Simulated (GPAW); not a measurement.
Te:

```
Te
1.0
     4.45400    0.00000    0.00000
    -2.22700    3.85728    0.00000
     0.00000    0.00000    5.92400
Te
3
Direct
  0.73100 0.73100 0.00000
  0.00000 0.26900 0.66667
  0.26900 0.00000 0.33333
```

Base run:

* Program: GPAW 26.7.0
* Functional: PBEsol
* Potentials or basis: PAW data sets generated in the run's folder for this functional
* Cutoff: 600 eV
* Basis: pw
* k mesh: 7 × 7 × 5
* Occupations: fermi-dirac, width 0.05 eV
* Spin: no spin polarisation

Its results: pressure -1.3 GPa; largest force 0.066 eV/Å.

Problem. The run is repeated on the same cell with these changes: functional from PBEsol to BLYP. What comes out?

Solution. Pressure 4.7 GPa; largest force 0.182 eV/Å.

BLYP binds less tightly than PBEsol, so the same cell stands under more pressure.

Not every run made on this cell is shown here.
